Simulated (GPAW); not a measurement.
**TiSi in GPAW: the effect of strain biaxial xy**

TiSi:

```
Ti Si
1.0
     1.74353   -2.03292    0.00000
     1.74353    2.03292    0.00000
     0.00000    0.00000    3.80393
Ti Si
1 1
Direct
  0.50000 0.50000 0.00000
  0.00000 0.00000 0.50000
```

The cell comes from a database or a generator and needn't be the stable form of this composition.

Alike in all runs:

| Property | Result |
| --- | --- |
| Program | GPAW 26.7.0 |
| Task | single point |
| Functional | PBEsol |
| Potentials or basis | PAW data sets generated in the run's folder for this functional |
| Cutoff | 600 eV |
| Basis | pw |
| k mesh | 10 × 10 × 7 |
| Occupations | fermi-dirac, width 0.05 eV |
| Spin | no spin polarisation |
| Maxiter | 150 |

One run gave: pressure -1.6 GPa. Which strain biaxial xy did it use?
A. -0.01
B. 0.01
C. 0
D. 0.02
E. -0.04

A.

```tsv
strain biaxial xy	pressure (GPa)
-0.04	7.6
-0.02	1.2
-0.01	-1.6
0	-4.1
0.01	-6.5
0.02	-8.6
0.04	-12.2
```

Caveats: the density grid can change from cell to cell, which puts small steps into energies and stress.
